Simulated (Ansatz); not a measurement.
# CoO (R-3m) in Ansatz: convergence with smearing width

Aim: find how far smearing width must go before the results for CoO settle, at PBE. This setting moves, with any that are tied to it; all else stays.

Everything below comes from runs of Ansatz 0.2.0. Logs are shortened: lines on timing, memory, paths and dates and some standing lists are left out, and cuts for length are marked.

**1. The structure**

The structure is trigonal, space group R-3m (No. 166). The conventional cell has a = 3.011 Å, b = 3.011 Å, c = 7.320 Å, α = 90.00°, β = 90.00°, γ = 120.00°. Co (site symmetry -3m) is surrounded by 6 O at 2.12 Å. O (site symmetry -3m) is surrounded by 6 Co at 2.12 Å.

The cell is a database's computed one.

**2. With smearing width 0.3 eV**

Input file input.yaml:

```yaml
crystal:
  lattice:
    - [1.5054695445, 0.8691832468, 2.4399269062]
    - [-1.5054695445, 0.8691832468, 2.4399269062]
    - [0.0, -1.7383664936, 2.4399269062]
  atoms:
    - { symbol: Co, position: [0.0, 0.0, 0.0], spin: 2.0 }
    - { symbol: O, position: [0.5, 0.5, 0.5] }
hamiltonian:
  xc: pbe
  pseudopotentials: { kind: paw, source: jth }
magnetization:
  spin_polarized: true
kpoints:
  mp_grid: { grid: [9, 9, 9] }
scf:
  occupations: { method: methfessel_paxton, width: 0.3 }
output:
  forces: true
  stress: true
  eigenvalues: true
```

Potentials or basis: JTH PAW.

Launch:

```sh
> ansatz run input.yaml --threads 2 --pin off --max-ram 5632MiB --backend cpu --events-out ev --progress --plain --runs-dir out
```

It took 33 s on 2 threads of Intel Xeon at 2.50GHz (Skylake/Cascade Lake), shared host; peak memory 0.58 GiB.

Results:

* Free energy: -5691.5638 eV
* Pressure: 0.0 GPa
* Band gap on the k mesh: none (metal or under the smearing width)
* Net moment: 2.89 μB per cell
* Absolute moment: 2.90 μB per cell
* Site moments: Co +2.47; O +0.31 μB

**3. With smearing width 0.2 eV**

input.yaml: that of step 2 with these lines changed.

```diff
@@ -16,3 +16,3 @@
 scf:
-  occupations: { method: methfessel_paxton, width: 0.3 }
+  occupations: { method: methfessel_paxton, width: 0.2 }
 output:
```

Potentials or basis: JTH PAW.

Launch:

```sh
> ansatz run input.yaml --threads 2 --pin off --max-ram 5632MiB --backend cpu --events-out ev --progress --plain --runs-dir out
```

It took 34 s on 2 threads of Intel Xeon at 2.50GHz (Skylake/Cascade Lake), shared host; peak memory 0.58 GiB.

What came out:

```
Free energy            : -5691.5547 eV
Pressure               : -0.3 GPa
Band gap on the k mesh : none (metal or under the smearing width)
Net moment             : 2.88 μB per cell
Absolute moment        : 2.90 μB per cell
Site moments           : Co +2.46; O +0.31 μB
```

**4. With smearing width 0.15 eV**

input.yaml: that of step 3 with these lines changed.

```diff
@@ -16,3 +16,3 @@
 scf:
-  occupations: { method: methfessel_paxton, width: 0.2 }
+  occupations: { method: methfessel_paxton, width: 0.15 }
 output:
```

Launch:

```sh
> ansatz run input.yaml --threads 2 --pin off --max-ram 5632MiB --backend cpu --events-out ev --progress --plain --runs-dir out
```

Wall time 26 s (2 threads of Intel Xeon at 2.50GHz (Skylake/Cascade Lake), shared host); peak memory 0.58 GiB.

Results:

```
Free energy            : -5691.5524 eV
Pressure               : -0.3 GPa
Band gap on the k mesh : none (metal or under the smearing width)
Net moment             : 2.89 μB per cell
Absolute moment        : 2.90 μB per cell
Site moments           : Co +2.47; O +0.31 μB
```

**5. With smearing width 0.1 eV**

input.yaml: that of step 4 with these lines changed.

```diff
@@ -16,3 +16,3 @@
 scf:
-  occupations: { method: methfessel_paxton, width: 0.15 }
+  occupations: { method: methfessel_paxton, width: 0.1 }
 output:
```

Launch:

```sh
> ansatz run input.yaml --threads 2 --pin off --max-ram 5632MiB --backend cpu --events-out ev --progress --plain --runs-dir out
```

Run time: 28 s. Hardware: 2 threads of Intel Xeon at 2.50GHz (Skylake/Cascade Lake), shared host; peak memory 0.58 GiB.

Results:

* Free energy: -5691.5522 eV
* Pressure: -0.2 GPa
* Band gap on the k mesh: none (metal or under the smearing width)
* Net moment: 2.91 μB per cell
* Absolute moment: 2.93 μB per cell
* Site moments: Co +2.48; O +0.32 μB

**6. With smearing width 0.05 eV**

input.yaml: that of step 5 with these lines changed.

```diff
@@ -16,3 +16,3 @@
 scf:
-  occupations: { method: methfessel_paxton, width: 0.1 }
+  occupations: { method: methfessel_paxton, width: 0.05 }
 output:
```

Potentials or basis: JTH PAW.

Launch:

```sh
> ansatz run input.yaml --threads 2 --pin off --max-ram 5632MiB --backend cpu --events-out ev --progress --plain --runs-dir out
```

Wall time 32 s (2 threads of Intel Xeon at 2.50GHz (Skylake/Cascade Lake), shared host); peak memory 0.58 GiB.

The run converged. Its results:

| Property | Result |
| --- | --- |
| Free energy | -5691.5525 eV |
| Pressure | 0.0 GPa |
| Band gap on the k mesh | none (metal or under the smearing width) |
| Net moment | 2.93 μB per cell |
| Absolute moment | 2.95 μB per cell |
| Site moments | Co +2.49; O +0.32 μB |

**7. With smearing width 0.025 eV**

input.yaml: that of step 6 with these lines changed.

```diff
@@ -16,3 +16,3 @@
 scf:
-  occupations: { method: methfessel_paxton, width: 0.05 }
+  occupations: { method: methfessel_paxton, width: 0.025 }
 output:
```

Launch:

```sh
> ansatz run input.yaml --threads 2 --pin off --max-ram 5632MiB --backend cpu --events-out ev --progress --plain --runs-dir out
```

It took 28 s on 2 threads of Intel Xeon at 2.50GHz (Skylake/Cascade Lake), shared host; peak memory 0.58 GiB.

Results (log left out):

```yaml
Free_energy: -5691.5525 eV
Pressure: 0.1 GPa
Band_gap_on_the_k_mesh: none (metal or under the smearing width)
Net_moment: 2.95 μB per cell
Absolute_moment: 2.96 μB per cell
Site_moments: Co +2.50; O +0.33 μB
```

**8. With smearing width 0.01 eV**

input.yaml: that of step 7 with these lines changed.

```diff
@@ -16,3 +16,3 @@
 scf:
-  occupations: { method: methfessel_paxton, width: 0.025 }
+  occupations: { method: methfessel_paxton, width: 0.01 }
 output:
```

Launch:

```sh
> ansatz run input.yaml --threads 2 --pin off --max-ram 5632MiB --backend cpu --events-out ev --progress --plain --runs-dir out
```

Wall time 28 s (2 threads of Intel Xeon at 2.50GHz (Skylake/Cascade Lake), shared host); peak memory 0.58 GiB.

Results (log left out):

```
Free energy            : -5691.5525 eV
Pressure               : 0.2 GPa
Band gap on the k mesh : none (metal or under the smearing width)
Net moment             : 2.95 μB per cell
Absolute moment        : 2.97 μB per cell
Site moments           : Co +2.51; O +0.33 μB
```

**9. With smearing width 0.005 eV**

input.yaml: that of step 8 with these lines changed.

```diff
@@ -16,3 +16,3 @@
 scf:
-  occupations: { method: methfessel_paxton, width: 0.01 }
+  occupations: { method: methfessel_paxton, width: 0.005 }
 output:
```

Potentials or basis: JTH PAW.

Launch:

```sh
> ansatz run input.yaml --threads 2 --pin off --max-ram 5632MiB --backend cpu --events-out ev --progress --plain --runs-dir out
```

The log of the run:

```text
Warning: the checks of this Co dataset prove no rule for summing its radial tables, as where they were carried onto another mesh than they were made on, and Gregory's rule is taken, under which a leading mesh point left out moves its sums only by what lay on the interval it spanned. That does not make them correct, and they differ from Quantum ESPRESSO's on this file; a re-export a fraction of a mesh step off can move them. hamiltonian.pseudopotentials.radial_quadrature: simpson_from_first_knot sums it by `pw.x`'s rule; on a PAW file no value gives `pw.x`'s numbers. What more to know: hamiltonian.pseudopotentials.radial_quadrature, in the input reference
Warning: the checks of this O dataset prove no rule for summing its radial tables, as where they were carried onto another mesh than they were made on, and Gregory's rule is taken, under which a leading mesh point left out moves its sums only by what lay on the interval it spanned. That does not make them correct, and they differ from Quantum ESPRESSO's on this file; a re-export a fraction of a mesh step off can move them. hamiltonian.pseudopotentials.radial_quadrature: simpson_from_first_knot sums it by `pw.x`'s rule; on a PAW file no value gives `pw.x`'s numbers. What more to know: hamiltonian.pseudopotentials.radial_quadrature, in the input reference
Warning: RAYON_NUM_THREADS=2 ignored (pool sized by the plan → 2); use --threads N
Engine: ansatz 0.2.0, x86_64-unknown-linux-gnu
Pseudopotentials: kind: paw
Pseudopotential: Co, paw, valence charge 17, recommended cutoff 1320 eV (normal), Co.paw.azcp
Pseudopotential: O, paw, valence charge 6, recommended cutoff 1380 eV (normal), O.paw.azcp
Functional definition: PBE
  parameter kappa = 0.804
  parameter beta = 0.06672455060314922
  exchange = pbe_x(kappa = kappa, mu = beta*pi^2/3)
  correlation = pbe_c(beta = beta)
Crystal: 2 atoms, lattice volume = 19.156 Å³
Basis set: ecut = 1380 eV, 2223 PW (Γ), exchange–correlation on 80×80×80 points (8 copies of the dense FFT grid, shifted against one another)
Bands: 17, of which v1, the nominal top of the filled ones, is band 12 counted from 1 (11 counted from 0)
Symmetry: 12 space group operations
Space group: R-3m (ITA 166), of the structure as read, at distance tolerance 2.7e-5 Å
Magnetic group: BNS 166.97 (UNI 1327), of the structure as read, at distance tolerance 2.7e-5 Å
k-points: 85 of 729
Non-local potential: Co, projectors of the file, l = 0: 2, l = 1: 2, l = 2: 2
Non-local potential: O, projectors of the file, l = 0: 2, l = 1: 2
PAW form: soft (Blöchl's): semilocal exchange-correlation on the pseudo side does not see the compensation charge
PAW one-centre angular grid: Co, 590 points (default); XC on 64 Gauss nodes
PAW one-centre angular grid: O, 110 points (default); XC on 64 Gauss nodes
Initial density: superposition of atomic densities (chi_scale 0.1, normalization cell, long waves kept (reshape's long-wave potential 0.00 eV rms))
Starting moments: Σ|m| = 2 μB on 1 of 2 sites
Initial wavefunctions: pseudopotential atomic-orbital guess
Functional: x = pbe(κ = 0.804, μ = 0.2195149727645171), c = pbe(β = 0.06672455060314922)
SCF iter   1: F=—  HF=-5691.292194 eV  |F-HF|=—  |Δ(HF+E_count)|=         —  Δρ=5.82e-2 (↑4.34e-2 ↓5.82e-2)  dr2=9.19e-1  dr2_m=7.81e-2  M=1.957 μB ∫|m|=1.957 μB  β_m=0.30  ethr=3.10e-3  ⟨swp⟩=6.3  Hψ=15730  notcnv=0
Mixer restart at iter 1: flushing history
preconditioner: auto → none  [metal: Δε(μ)=0.002 eV  Ē_g=13.638 eV  σ=0.005 eV  W_gap=0.24  n_scr=8 (ndim 8)  ℏωp=32.9 eV  f_vac=0.000  D(μ)=9.70/eV (n_scr^D=282)  sad-step TF]
SCF iter   2: F=—  HF=-5691.271420 eV  |F-HF|=—  |Δ(HF+E_count)|=   2.08e-2  Δρ=7.70e-2 (↑6.57e-2 ↓7.70e-2)  dr2=8.24e-2  dr2_m=8.47e-1  M=2.726 μB ∫|m|=2.726 μB  β_m=0.40  ethr=3.10e-3  ⟨swp⟩=2.0  Hψ=5006  notcnv=0  defer=154
SCF iter   3: F=—  HF=-5691.317748 eV  |F-HF|=—  |Δ(HF+E_count)|=         —  Δρ=4.56e-2 (↑3.98e-2 ↓4.56e-2)  dr2=8.35e-2  dr2_m=2.78e-1  M=2.660 μB ∫|m|=2.661 μB  β_m=0.42  ethr=3.58e-4  ⟨swp⟩=2.4  Hψ=4376  notcnv=0  defer=185
Mixer restart at iter 3: flushing history
SCF iter   4: F=—  HF=-5691.335371 eV  |F-HF|=—  |Δ(HF+E_count)|=   1.76e-2  Δρ=3.84e-2 (↑2.67e-2 ↓3.84e-2)  dr2=6.54e-2  dr2_m=1.71e-1  M=2.726 μB ∫|m|=2.729 μB  β_m=0.70  ethr=3.58e-4  ⟨swp⟩=3.2  Hψ=5815  notcnv=0  defer=173
SCF iter   5: F=—  HF=-5691.538380 eV  |F-HF|=—  |Δ(HF+E_count)|=         —  Δρ=2.26e-2 (↑2.26e-2 ↓1.30e-2)  dr2=1.88e-2  dr2_m=5.01e-2  M=2.774 μB ∫|m|=2.781 μB  β_m=0.70  ethr=2.84e-4  ⟨swp⟩=3.2  Hψ=6452  notcnv=0  defer=173
Mixer restart at iter 5: flushing history
SCF iter   6: F=—  HF=-5691.553802 eV  |F-HF|=—  |Δ(HF+E_count)|=   1.54e-2  Δρ=3.03e-2 (↑1.33e-2 ↓3.03e-2)  dr2=1.09e-1  dr2_m=6.84e-2  M=2.957 μB ∫|m|=2.968 μB  β_m=0.74  ethr=8.19e-5  ⟨swp⟩=3.0  Hψ=7278  notcnv=0  defer=168
SCF iter   7: F=—  HF=-5691.612578 eV  |F-HF|=—  |Δ(HF+E_count)|=   5.88e-2  Δρ=2.56e-2 (↑1.71e-2 ↓2.56e-2)  dr2=2.51e-1  dr2_m=6.72e-3  M=2.788 μB ∫|m|=2.800 μB  β_m=0.61  ethr=8.19e-5  ⟨swp⟩=4.4  Hψ=7779  notcnv=0  defer=175
SCF iter   8: F=—  HF=-5691.552113 eV  |F-HF|=—  |Δ(HF+E_count)|=   6.05e-2  Δρ=1.59e-3 (↑7.69e-4 ↓1.59e-3)  dr2=2.75e-4  dr2_m=1.02e-4  M=2.956 μB ∫|m|=2.972 μB  β_m=0.61  ethr=8.19e-5  ⟨swp⟩=3.0  Hψ=7714  notcnv=0  defer=163
SCF iter   9: F=—  HF=-5691.552271 eV  |F-HF|=—  |Δ(HF+E_count)|=   1.58e-4  Δρ=9.58e-4 (↑4.36e-4 ↓9.58e-4)  dr2=1.09e-4  dr2_m=5.95e-5  M=2.954 μB ∫|m|=2.970 μB  β_m=0.74  ethr=1.20e-6  ⟨swp⟩=3.0  Hψ=5536  notcnv=0  defer=163
SCF iter  10: F=—  HF=-5691.552481 eV  |F-HF|=—  |Δ(HF+E_count)|=         —  Δρ=6.90e-4 (↑5.85e-4 ↓6.90e-4)  dr2=6.22e-5  dr2_m=5.67e-5  M=2.954 μB ∫|m|=2.970 μB  β_m=0.74  ethr=4.72e-7  ⟨swp⟩=2.7  Hψ=5186  notcnv=0  defer=163
Mixer restart at iter 10: flushing history
iteration 10: the input's own smearing fills from here on; a Gaussian of 0.005 eV has filled iterations ahead of it
SCF iter  11: F=—  HF=-5691.552624 eV  |F-HF|=—  |Δ(HF+E_count)|=   1.44e-4  S|Δr|=    0.00e0  Δρ=2.73e-3 (↑1.75e-3 ↓2.73e-3)  dr2=1.34e-3  dr2_m=5.87e-4  M=2.928 μB ∫|m|=2.944 μB  β_m=0.74  ethr=2.70e-7  ⟨swp⟩=2.4  Hψ=5082  notcnv=0  defer=163
SCF iter  12: F=—  HF=-5691.552488 eV  |F-HF|=—  |Δ(HF+E_count)|=   1.37e-4  S|Δr|=    0.00e0  Δρ=7.54e-4 (↑4.76e-4 ↓7.54e-4)  dr2=7.52e-5  dr2_m=5.14e-5  M=2.955 μB ∫|m|=2.971 μB  β_m=0.64  ethr=2.70e-7  ⟨swp⟩=2.2  Hψ=5318  notcnv=0  defer=163
SCF iter  13: F=—  HF=-5691.552482 eV  |F-HF|=—  |Δ(HF+E_count)|=   5.90e-6  S|Δr|=    0.00e0  Δρ=4.24e-4 (↑3.84e-4 ↓4.24e-4)  dr2=2.20e-5  dr2_m=2.31e-5  M=2.954 μB ∫|m|=2.970 μB  β_m=0.66  ethr=2.70e-7  ⟨swp⟩=1.6  Hψ=3000  notcnv=0  defer=163
SCF iter  14: F=—  HF=-5691.552483 eV  |F-HF|=—  |Δ(HF+E_count)|=   1.07e-6  S|Δr|=    0.00e0  Δρ=3.73e-4 (↑2.59e-4 ↓3.73e-4)  dr2=1.77e-5  dr2_m=1.34e-5  M=2.956 μB ∫|m|=2.972 μB  β_m=0.83  ethr=9.57e-8  ⟨swp⟩=1.2  Hψ=2836  notcnv=0  defer=163
SCF iter  15: F=—  HF=-5691.552482 eV  |F-HF|=—  |Δ(HF+E_count)|=   9.12e-7  S|Δr|=    0.00e0  Δρ=1.08e-4 (↑1.04e-4 ↓1.08e-4)  dr2=1.05e-6  dr2_m=1.69e-6  M=2.956 μB ∫|m|=2.972 μB  β_m=0.74  ethr=7.68e-8  ⟨swp⟩=1.8  Hψ=3256  notcnv=0  defer=163
SCF iter  16: F=—  HF=-5691.552482 eV  |F-HF|=—  |Δ(HF+E_count)|=   2.13e-7  S|Δr|=    0.00e0  Δρ=5.50e-5 (↑4.73e-5 ↓5.50e-5)  dr2=2.65e-7  dr2_m=3.84e-7  M=2.956 μB ∫|m|=2.973 μB  β_m=0.74  ethr=4.56e-9  ⟨swp⟩=2.0  Hψ=3706  notcnv=0  defer=163
SCF iter  17: F=—  HF=-5691.552482 eV  |F-HF|=—  |Δ(HF+E_count)|=   2.20e-8  S|Δr|=    0.00e0  Δρ=1.64e-5 (↑1.21e-5 ↓1.64e-5)  dr2=1.96e-8  dr2_m=2.97e-8  M=2.956 μB ∫|m|=2.973 μB  β_m=0.87  ethr=4.35e-10  ⟨swp⟩=7.2  Hψ=11162  notcnv=0
SCF iter  18: F=-5691.552482 eV  HF=-5691.552482 eV  |F-HF|=4.61e-9  |Δ(HF+E_count)|=   7.73e-9  S|Δr|=    0.00e0  Δρ=1.05e-5 (↑7.77e-6 ↓1.05e-5)  dr2=8.30e-9  dr2_m=1.22e-8  M=2.956 μB ∫|m|=2.972 μB  ethr=8.53e-11  ⟨swp⟩=4.5  Hψ=9039  notcnv=0
SCF 1 converged in 18 iterations: F = -5691.552482 eV  dr2 = 8.30e-9
this state was not tested for a lower state beside it, because cold or Methfessel-Paxton smearing, or corrected tetrahedra, fill the levels in a way that the test cannot read (fill_not_monotonic; see scf.lower_state_search)
SCF converged after 18 iterations
Magnetization: 2.9563 μB (12.9781 up, 10.0219 down)
Absolute magnetization: 2.9725 μB (∫|ρ↑−ρ↓|, with the PAW one-centre terms)
Spin contamination: 0.0074 ħ² per cell (⟨S²⟩ above its minimum at these occupations)
Per-site moments (μB) at R_I (Å): [(2.5106455434981343, 0.876038603632342), (0.3315999576297435, 0.876038603632342)]
Free energy (F): -5691.552482 eV
Harris-Foulkes:  -5691.552482 eV  (|F-HF|=4.61e-9)
Internal energy: -5691.552476 eV  (E = F + TS)
E sigma→0 (E₀):  -5691.552481 eV
Entropy (-TS):   -0.000006 eV (-0.003 meV/atom)
Fermi energy:    14.690069 eV
--- Per-component energies (eV) ---
  E_band       = -287.852657
  E_kinetic    = 522.836110
  E_local      = -3760.740532  (includes V_loc(G=0)·N_el)
  E_nonlocal   = 934.937030
  E_hartree    = 1148.362496
  E_xc         = -163.426972
  E_vxc        = -212.548099  (∫ρ·V_xc dr)
  E_paw        = -1470.836138  (= ΣΔE_a)
  E_vpaw       = -69.064610  (= ΣTr[D̂ρ^β])
  E_aug_tail   = -0.000193  (compensation charges beyond the density's cutoff)
  E_ewald      = -2902.684276
  E_smearing   = -0.000006  (= −TS)
  E_closure    = -0.000000  (closes the sum)
  Σ components = -5691.552482   (vs F -5691.552482, Δ=0.00e0)
--- Forces (eV/Å), atoms counted from 1 ---
  atom   1  Co     0.00000000     0.00000000    -0.00000000
  atom   2  O      0.00000000    -0.00000000    -0.00000000
  max |Σ_I F_I| component: 4.34e-30 eV/Å
--- Stress (GPa, compression-positive) ---
        0.383893       0.000000      -0.000000
        0.000000       0.383893      -0.000000
       -0.000000      -0.000000      -0.089413
  P = ⅓ Tr σ = 0.2261 GPa (2.261 kbar)
--- Band table (eV; the first three rows and the last of 170) ---
  k-point 0 ↑: bands = ["-82.2560", "-45.5110", "-45.5110", "-45.4994", "-5.6422", "11.3689", "11.3689", "11.4597", "11.4597", "11.5081", "11.5395", "11.5395", "11.5821", "15.6372", "31.4472", "32.6653", "32.6653"]
  k-point 1 ↑: bands = ["-82.2556", "-45.5151", "-45.5116", "-45.5004", "-5.5135", "10.3164", "10.4033", "10.4379", "11.6083", "11.6331", "11.9421", "12.4912", "12.5118", "16.4612", "29.3053", "32.2221", "32.3841"]
  k-point 2 ↑: bands = ["-82.2545", "-45.5261", "-45.5131", "-45.5024", "-5.1688", "8.7265", "9.5472", "9.5875", "11.8227", "11.8503", "12.2105", "13.4861", "13.4942", "17.9778", "26.7304", "30.6952", "30.8149"]
  k-point 84 ↓: bands = ["-79.1581", "-42.5331", "-42.5011", "-42.4983", "-3.7810", "7.2085", "9.7943", "9.9693", "14.5176", "14.5547", "14.8303", "16.9278", "17.3634", "20.7461", "24.7714", "27.5648", "28.8343"]
```

It took 29 s on 2 threads of Intel Xeon at 2.50GHz (Skylake/Cascade Lake), shared host; peak memory 0.58 GiB.

Results:

```yaml
Free_energy: -5691.5525 eV
Pressure: 0.2 GPa
Band_gap_on_the_k_mesh: none (metal or under the smearing width)
Net_moment: 2.96 μB per cell
Absolute_moment: 2.97 μB per cell
Site_moments: Co +2.51; O +0.33 μB
```

**10. Result**

```tsv
smearing width	energy less the tightest run, at zero smearing (meV/atom)	pressure (GPa)	absolute moment (μB)	SCF cycles	CPU time (s)	peak memory (GiB)
0.3 eV	-1.51	-0.03	2.90	18	60	0.58
0.2 eV	0.52	-0.27	2.90	21	62	0.58
0.15 eV	0.52	-0.33	2.90	18	48	0.58
0.1 eV	0.01	-0.20	2.93	19	51	0.58
0.05 eV	-0.01	-0.01	2.95	21	58	0.58
0.025 eV	-0.03	0.15	2.96	19	51	0.58
0.01 eV	0.00	0.19	2.97	18	53	0.58
0.005 eV	0.00	0.23	2.97	18	52	0.58
```

Against the tightest run, the energy stays within 1 meV/atom from 0.2 eV on; the pressure stays within 0.1 GPa from 0.025 eV on; the absolute moment stays within 0.02 μB from 0.025 eV on. Narrower smearing needs a denser k mesh, so at a fixed mesh the narrowest width isn't the most accurate. The tightest run that finished is the yardstick and may itself not be fully converged.

Caveats: a cell with one magnetic atom can't hold antiferromagnetic order, which such compounds often take; semilocal functionals often make such compounds metallic where correlation or magnetic order opens a gap, which also shifts bond lengths.
